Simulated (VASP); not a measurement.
# ZnSe (F-43m) under a change of volume

Strain engineering needs slopes: what does a change of volume do to the lattice and the band edges of ZnSe?

Program: VASP 6.6.1. Level of theory: LDA; plane waves and PAW (Zn, Se), in the first sound run; inputs show where later runs differ. Results are calculated unless marked as measured.

## Step 1: Starting point

The structure is cubic, space group F-43m (No. 216). The conventional cell has a = 5.668 Å, b = 5.668 Å, c = 5.668 Å, α = 90.00°, β = 90.00°, γ = 90.00°. Nearest to Zn lie 4 Se at 2.45 Å. Nearest to Se lie 4 Zn at 2.45 Å. Farther neighbours and most contacts between anions are not listed.

Coordinates:

```xyz
2
Lattice="0.0000 2.8340 2.8340 2.8340 0.0000 2.8340 2.8340 2.8340 0.0000" Properties=species:S:1:pos:R:3 pbc="T T T"
Zn    0.0000    0.0000    0.0000
Se    1.4170    1.4170    1.4170
```

## Step 2: Relax the crystal, LDA

The series starts from the cell that this level prefers, so that zero strain is near zero stress.

This step took 2 runs in a row; the last is shown.

Level: LDA; plane waves and PAW (Zn, Se).

INCAR

```
SYSTEM = ZnSe
PREC = Accurate
ENCUT = 450
EDIFF = 1E-07
NELM = 120
ISMEAR = 0
SIGMA = 0.02
LREAL = .FALSE.
ALGO = Normal
GGA = CA
NBANDS = 15
LASPH = .TRUE.
LORBIT = 11
LWAVE = .FALSE.
LCHARG = .FALSE.
KPAR = 12
IBRION = 2
NSW = 40
ISIF = 3
EDIFFG = -0.005
POTIM = 0.4
```

POSCAR

```
ZnSe
1.0
    0.0000000000      2.7878715487      2.7878715487
    2.7878715487      0.0000000000      2.7878715487
    2.7878715487      2.7878715487      0.0000000000
Zn Se
1 1
Direct
    0.0000000000      0.0000000000      0.0000000000
    0.2500000000      0.2500000000      0.2500000000
```

KPOINTS

```
Automatic mesh
0
Gamma
9 9 9
0 0 0
```

The projector-augmented-wave data sets are Zn and Se (LDA family, release 64).

Command:

```console
$ mpirun -np 12 vasp_std
```

Log:

```text
[banner, memory and clock lines left out]
running   12 mpi-ranks, on    1 nodes
[...]
|                                                                             |
|           W    W    AA    RRRRR   N    N  II  N    N   GGGG   !!!           |
|           W    W   A  A   R    R  NN   N  II  NN   N  G    G  !!!           |
|           W    W  A    A  R    R  N N  N  II  N N  N  G       !!!           |
|           W WW W  AAAAAA  RRRRR   N  N N  II  N  N N  G  GGG   !            |
|           WW  WW  A    A  R   R   N   NN  II  N   NN  G    G                |
|           W    W  A    A  R    R  N    N  II  N    N   GGGG   !!!           |
|                                                                             |
|     For optimal performance we recommend to set                             |
|       NCORE = 2 up to number-of-cores-per-socket                            |
|     NCORE specifies how many cores store one orbital (NPAR=cpu/NCORE).      |
|     This setting can greatly improve the performance of VASP for DFT.       |
[...]
DAV:  11    -0.737219246221E+01    0.73456E-05   -0.15887E-05  1582   0.644E-02    0.445E-03
DAV:  12    -0.737219250259E+01   -0.40382E-07   -0.25748E-06  1246   0.119E-02    0.120E-03
DAV:  13    -0.737219252543E+01   -0.22841E-07   -0.85887E-08   826   0.260E-03
   1 F= -.73721925E+01 E0= -.73721925E+01  d E =-.737219E+01
[...]
N       E                     dE             d eps       ncg     rms          rms(c)
DAV:   1    -0.737226729206E+01   -0.74789E-04   -0.82086E-04  1295   0.589E-01    0.600E-02
DAV:   2    -0.737220458422E+01    0.62708E-04   -0.19879E-04  1302   0.390E-01    0.219E-02
DAV:   3    -0.737219692446E+01    0.76598E-05   -0.70831E-06  1177   0.297E-02    0.106E-02
DAV:   4    -0.737219484673E+01    0.20777E-05   -0.12279E-06  1344   0.156E-02    0.400E-03
DAV:   5    -0.737219458860E+01    0.25813E-06   -0.22738E-07   846   0.860E-03    0.361E-04
DAV:   6    -0.737219459501E+01   -0.64101E-08   -0.95845E-08   634   0.347E-03
   2 F= -.73721946E+01 E0= -.73721946E+01  d E =-.206959E-05
 trial-energy change:   -0.000002  1 .order   -0.000003   -0.000006    0.000000
 step:   0.8166(harm=  0.9417)  dis= 0.00000  next Energy=    -7.372195 (dE=-0.211E-05)
 reached required accuracy - stopping structural energy minimisation
```

The job ended after 5.4 s (12 MPI ranks of Intel Xeon 6975P-C (Granite Rapids), shared host; peak memory 1.9 GiB; 56 s of CPU time).

The logs omit lines about the potential files and the build; timing stands in the text.

OUTCAR, selected parts (step 2):

```text
  Total        0.0006529      0.0006529      0.0006529      0.0000000     -0.0000000     -0.0000000
  in kB        0.0241522      0.0241522      0.0241522      0.0000000     -0.0000000     -0.0000000
  external PRESSURE =       0.0241522 kB  Pullay stress =       0.0000000 kB

 POSITION                                       TOTAL-FORCE (eV/Angst)
 -----------------------------------------------------------------------------------
      0.00000      2.78730      2.78730         0.000000      0.000000      0.000000
      1.39365      1.39365      1.39365        -0.000000     -0.000000     -0.000000
 -----------------------------------------------------------------------------------
    total drift:                                0.000001      0.000001      0.000001

  FREE ENERGIE OF THE ION-ELECTRON SYSTEM (eV)
  ---------------------------------------------------
  free  energy   TOTEN  =        -7.3721945950 eV

  energy  without entropy=       -7.3721945950  energy(sigma->0) =       -7.37219460

 reached required accuracy - stopping structural energy minimisation

[... 3 further parts left out ...]
[key lines of the parts left out:]
E-fermi :   2.0449
```

Read from the output:

| Item | Value |
| --- | --- |
| energy(sigma→0) of the program | -7.3722 eV |
| stress, compression positive | xx, yy, zz 0.00, 0.00, 0.00 GPa |
| volume | 43.309 Å³ |
| ionic steps | 2 |

## Step 3: Relax at fixed volume, LDA

One member in full: the volume is scaled by 1.045, and the cell is held.

Level: LDA; plane waves and PAW (Zn, Se).

INCAR: that of step 2 with these lines changed.

```diff
@@ -15,7 +15,8 @@
 LCHARG = .FALSE.
-KPAR = 12
+KPAR = 3
 IBRION = 2
 NSW = 40
-ISIF = 3
-EDIFFG = -0.005
+ISIF = 2
+EDIFFG = -0.004
 POTIM = 0.4
+MAXMIX = 40
```

POSCAR

```
ZnSe
1.0
    0.0000000000      2.8285016292      2.8285016292
    2.8285016292      0.0000000000      2.8285016292
    2.8285016292      2.8285016292      0.0000000000
Zn Se
1 1
Direct
    0.0000000000      0.0000000000      0.0000000000
    0.2500000000      0.2500000000      0.2500000000
```

KPOINTS is that of step 2.

Command:

```console
$ mpirun -np 3 vasp_std
```

Log:

```text
[banner, memory and clock lines left out]
running    3 mpi-ranks, on    1 nodes
[...]
LDA part: xc-table for (Slater(with rela. corr.)+CA(PZ))
 , standard interpolation
 POSCAR, INCAR and KPOINTS ok, starting setup
[...]
entering main loop
       N       E                     dE             d eps       ncg     rms          rms(c)
DAV:   1     0.804136032616E+02    0.80414E+02   -0.81550E+03  1050   0.125E+03
DAV:   2    -0.255671765124E+01   -0.82970E+02   -0.78988E+02  1155   0.244E+02
DAV:   3    -0.762069469955E+01   -0.50640E+01   -0.50433E+01  1330   0.614E+01
DAV:   4    -0.766202339812E+01   -0.41329E-01   -0.41325E-01  1232   0.591E+00
[...]
DAV:  11    -0.735524021081E+01    0.42306E-05   -0.10585E-05  1561   0.554E-02    0.371E-03
DAV:  12    -0.735524030397E+01   -0.93166E-07   -0.18972E-06  1267   0.972E-03    0.136E-03
DAV:  13    -0.735524031463E+01   -0.10663E-07   -0.59724E-08   861   0.312E-03
   1 F= -.73552403E+01 E0= -.73552403E+01  d E =-.735524E+01
[...]
reached required accuracy - stopping structural energy minimisation
```

Run time: 4.8 s. Hardware: 3 MPI ranks; peak memory 0.4 GiB.

OUTCAR, selected parts (step 3):

```text
  Total       -0.8073926     -0.8073926     -0.8073926      0.0000000      0.0000000      0.0000000
  in kB      -28.5822267    -28.5822267    -28.5822267      0.0000000      0.0000000      0.0000000
  external PRESSURE =     -28.5822267 kB  Pullay stress =       0.0000000 kB

 POSITION                                       TOTAL-FORCE (eV/Angst)
 -----------------------------------------------------------------------------------
      0.00000      0.00000      0.00000         0.000000      0.000000      0.000000
      1.41425      1.41425      1.41425        -0.000000     -0.000000     -0.000000
 -----------------------------------------------------------------------------------
    total drift:                                0.000000      0.000000      0.000000

  FREE ENERGIE OF THE ION-ELECTRON SYSTEM (eV)
  ---------------------------------------------------
  free  energy   TOTEN  =        -7.3552403146 eV

  energy  without entropy=       -7.3552403146  energy(sigma->0) =       -7.35524031

[... 2 parts as in an earlier step ...]

[... 2 further parts left out ...]
[key lines of the parts left out:]
E-fermi :   1.7208
```

This run gave:

| Property | Result |
| --- | --- |
| energy(sigma→0) of the program | -7.3552 eV |
| stress, compression positive | xx, yy, zz -2.86, -2.86, -2.86 GPa |
| ionic steps | 1 |

## Step 4: Band edges, TB-mBJ with spin-orbit coupling

Short lines in KPOINTS_OPT sample the zone centre, for masses, and the other valleys.

Level: TB-mBJ, spin-orbit coupling; plane waves and PAW (Zn, Se).

TB-mBJ has no energy functional, so the total energy, stress and pressure in this output mean nothing.

INCAR

```
SYSTEM = ZnSe
PREC = Accurate
ENCUT = 450
EDIFF = 1E-06
NELM = 150
ISMEAR = 0
SIGMA = 0.02
LREAL = .FALSE.
ALGO = Normal
METAGGA = MBJ
LASPH = .TRUE.
LNONCOLLINEAR = .TRUE.
MAGMOM = 0 0 0 0 0 0
NBANDS = 28
GGA_COMPAT = .FALSE.
LSORBIT = .TRUE.
LWAVE = .FALSE.
LCHARG = .FALSE.
KPAR = 3
```

POSCAR is that of step 3.

KPOINTS

```
Automatic mesh
0
Gamma
7 7 7
0 0 0
```

KPOINTS_OPT

```
Line mode
6
Line-mode
Reciprocal
  0.00000000   0.00000000   0.00000000
  0.02250850   0.02250850   0.00000000

  0.00000000   0.00000000   0.00000000
 -0.00000000  -0.02250850  -0.02250850

  0.31000000   0.31000000   0.00000000
  0.50000000   0.50000000   0.00000000

  0.00000000   0.31000000   0.31000000
  0.00000000   0.50000000   0.50000000

  0.45000000   0.45000000   0.45000000
  0.50000000   0.50000000   0.50000000

  0.45000000   0.00000000   0.00000000
  0.50000000   0.00000000   0.00000000

  0.42500000   0.42500000   0.00000000
  0.42500000   0.44750850   0.02250850

  0.50000000   0.50000000   0.50000000
  0.48408409   0.51591591   0.50000000
```

Command:

```console
$ mpirun -np 3 vasp_ncl
```

Log:

```text
[banner, memory and clock lines left out]
running    3 mpi-ranks, on    1 nodes
[...]
|                                                                             |
|               ----> ADVICE to this user running VASP <----                  |
|                                                                             |
|     You enforced a specific xc type in the INCAR file but a different       |
|     [... a line on the potential file left out ...]
|     I HOPE YOU KNOW WHAT YOU ARE DOING!                                     |
|                                                                             |

 LDA part: xc-table for (None), standard interpolation
 POSCAR, INCAR and KPOINTS ok, starting setup
[...]
entering main loop
       N       E                     dE             d eps       ncg     rms          rms(c)
DAV:   1     0.724773655426E+02    0.72477E+02   -0.75616E+03  1680   0.132E+03
DAV:   2    -0.354960902056E+02   -0.10797E+03   -0.10244E+03  1692   0.299E+02
DAV:   3    -0.463659946214E+02   -0.10870E+02   -0.10732E+02  1976   0.979E+01
DAV:   4    -0.466046445254E+02   -0.23865E+00   -0.23817E+00  1896   0.144E+01
[...]
DAV:  39    -0.441082211058E+02    0.63554E-05   -0.11814E-11   880   0.469E-05    0.548E-06
DAV:  40    -0.441082193855E+02    0.17204E-05   -0.11539E-11   888   0.326E-05    0.123E-05
DAV:  41    -0.441082192120E+02    0.17346E-06   -0.23579E-12   880   0.115E-05
   1 F= -.44108219E+02 E0= -.44108219E+02  d E =-.782434E-13  mag=    -0.0000    -0.0000    -0.0000
 Start KPOINTS_OPT (optional k-point list driver)
k-point batch [1-30\48]
       N       E                     dE             ncg
DAV:   1     0.195562202875E+04   -0.69254E+04     1680
DAV:   2    -0.133347373341E+04   -0.32891E+04     1724
DAV:   3    -0.166652665489E+04   -0.33305E+03     1952
DAV:   4    -0.167289141216E+04   -0.63648E+01     1944
DAV:   5    -0.167292676801E+04   -0.35356E-01     1988
DAV:   6    -0.167292716343E+04   -0.39541E-03     1952
DAV:   7    -0.167292717051E+04   -0.70813E-05     1952
DAV:   8    -0.167292717067E+04   -0.16202E-06     1432
k-point batch [31-48\48]
       N       E                     dE             ncg
DAV:   1     0.701448966474E+04   -0.79333E+04     1008
DAV:   2     0.502422376154E+04   -0.19903E+04     1016
DAV:   3     0.483242995204E+04   -0.19179E+03     1232
DAV:   4     0.482930133386E+04   -0.31286E+01     1208
DAV:   5     0.482928530947E+04   -0.16024E-01     1188
DAV:   6     0.482928515352E+04   -0.15595E-03     1196
DAV:   7     0.482928515128E+04   -0.22384E-05     1088
DAV:   8     0.482928515121E+04   -0.72259E-07      900
```

The job ended after 1.8 min (3 MPI ranks; peak memory 0.85 GiB; 5.2 min of CPU time).

Parts of OUTCAR (step 4):

```text
  LATTYP: Found a face centered cubic cell.
 ALAT       =     5.6570032584

 Subroutine GETGRP returns: Found 24 space group operations
 (whereof 24 operations were pure point group operations)

The static configuration has the point symmetry T_d .

 Found     30 irreducible k-points:

   k-points           NKPTS =     30   k-points in BZ     NKDIM =     30   number of bands    NBANDS=     28

   dimension x,y,z NGX =    28 NGY =   28 NGZ =   28
   dimension x,y,z NGXF=    56 NGYF=   56 NGZF=   56

   ENCUT  =  450.0 eV  33.07 Ry    5.75 a.u.   6.92  6.92  6.92*2*pi/ulx,y,z

   NELECT =      18.0000    total number of electrons

 E-fermi :   2.2926

 k-point     1 :       0.0000    0.0000    0.0000
  band No.  band energies     occupation
    ...
     14       1.8471      1.00000
     15       2.2020      1.00000
     16       2.2020      1.00000
     17       2.2020      1.00000
     18       2.2020      1.00000
     19       4.8849      0.00000
     20       4.8849      0.00000
     21       8.6884      0.00000
     22       8.6884      0.00000
     23       8.8129      0.00000
    ...

 k-point     2 :       0.1429    0.0000    0.0000
  band No.  band energies     occupation
    ...
     14       0.8329      1.00000
     15       1.8160      1.00000
     16       1.8160      1.00000
     17       2.0246      1.00000
     18       2.0359      1.00000
     19       5.7580      0.00000
     20       5.7580      0.00000
     21       8.7640      0.00000
     22       8.7640      0.00000
     23       9.0383      0.00000
    ...

  Total      -85.8035141    -85.8035141    -85.8035141      0.0000000      0.0000000      0.0000000
  in kB    -3037.5005264  -3037.5005264  -3037.5005264      0.0000000      0.0000000      0.0000000
  external PRESSURE =   -3037.5005264 kB  Pullay stress =       0.0000000 kB

 POSITION                                       TOTAL-FORCE (eV/Angst)
 -----------------------------------------------------------------------------------
      0.00000      0.00000      0.00000        -0.000000     -0.000000      0.000000
      1.41425      1.41425      1.41425         0.000000      0.000000     -0.000000
 -----------------------------------------------------------------------------------
    total drift:                                0.000001      0.000001      0.000001

  FREE ENERGIE OF THE ION-ELECTRON SYSTEM (eV)
  ---------------------------------------------------
  free  energy   TOTEN  =       -44.1082192120 eV

  energy  without entropy=      -44.1082192120  energy(sigma->0) =      -44.10821921

 Spin-Orbit-Coupling matrix elements
 Ion:    1  E_soc:     -0.0077162
 Ion:    2  E_soc:     -0.0339754

[... 1 part as in an earlier step ...]

[... 7 further parts left out ...]
```

## Step 5: Band edges, r2SCAN with spin-orbit coupling

Short lines in KPOINTS_OPT sample the zone centre, for masses, and the other valleys.

Level: r2SCAN, spin-orbit coupling; plane waves and PAW (Zn, Se).

INCAR: that of step 4 with these lines changed.

```diff
@@ -4,3 +4,3 @@
 EDIFF = 1E-06
-NELM = 150
+NELM = 100
 ISMEAR = 0
@@ -9,3 +9,3 @@
 ALGO = Normal
-METAGGA = MBJ
+METAGGA = R2SCAN
 LASPH = .TRUE.
```

POSCAR is that of step 4.

KPOINTS is that of step 4.

KPOINTS_OPT is that of step 4.

Command:

```console
$ mpirun -np 3 vasp_ncl
```

Log:

```text
[banner, memory and clock lines left out]
running    3 mpi-ranks, on    1 nodes
[...]
[... a notice as in an earlier step ...]

 LDA part: xc-table for (None), standard interpolation
 POSCAR, INCAR and KPOINTS ok, starting setup
[...]
entering main loop
       N       E                     dE             d eps       ncg     rms          rms(c)
DAV:   1    -0.170439573334E+03   -0.17044E+03   -0.79153E+03  1680   0.138E+03
DAV:   2    -0.282452933348E+03   -0.11201E+03   -0.10643E+03  1716   0.316E+02
DAV:   3    -0.293950076397E+03   -0.11497E+02   -0.11365E+02  1996   0.102E+02
DAV:   4    -0.294186976143E+03   -0.23690E+00   -0.23646E+00  1868   0.148E+01
[...]
DAV:  15    -0.291400275314E+03    0.17517E-05   -0.85097E-07   980   0.247E-02    0.189E-03
DAV:  16    -0.291400274233E+03    0.10810E-05   -0.33401E-07   872   0.109E-02    0.890E-04
DAV:  17    -0.291400274651E+03   -0.41836E-06   -0.12023E-07   888   0.880E-03
   1 F= -.29140027E+03 E0= -.29140027E+03  d E =-.271027E-16  mag=    -0.0000     0.0000    -0.0000
 Start KPOINTS_OPT (optional k-point list driver)
k-point batch [1-30\48]
       N       E                     dE             ncg
DAV:   1     0.152321106412E+04   -0.73578E+04     1680
DAV:   2    -0.183832564794E+04   -0.33615E+04     1724
DAV:   3    -0.218698472112E+04   -0.34866E+03     1964
DAV:   4    -0.219419349395E+04   -0.72088E+01     1976
DAV:   5    -0.219423122983E+04   -0.37736E-01     1868
DAV:   6    -0.219423157440E+04   -0.34456E-03     1920
DAV:   7    -0.219423157890E+04   -0.44992E-05     1780
DAV:   8    -0.219423157900E+04   -0.10682E-06     1392
k-point batch [31-48\48]
       N       E                     dE             ncg
DAV:   1     0.675532796068E+04   -0.81924E+04     1008
DAV:   2     0.471262677926E+04   -0.20427E+04     1016
DAV:   3     0.451012274775E+04   -0.20250E+03     1212
DAV:   4     0.450659582820E+04   -0.35269E+01     1184
DAV:   5     0.450657785122E+04   -0.17977E-01     1112
DAV:   6     0.450657769726E+04   -0.15396E-03     1132
DAV:   7     0.450657769552E+04   -0.17406E-05     1004
DAV:   8     0.450657769546E+04   -0.63736E-07      864
```

Elapsed: 2.4 min, on 3 MPI ranks; peak memory 0.86 GiB; 7.2 min of CPU time.

(Part 1 of 2 ends here.)

[Lines on the potential files, build, host, timing and source positions are cut from VASP's logs without a mark.]

[Logs are printed without paths, hosts, clocks, repeated set-up lines and the standing remarks that a program may print on its own settings, such as how far it seeks lower states.]

[Hosts, paths, dates, database ids (printed as entryN), source tags and the programs' standing remarks are cut or masked in the printed files.]

[In band tables of VASP the shares of atoms and orbitals are scaled to a sum of 1 inside the atoms' spheres.]
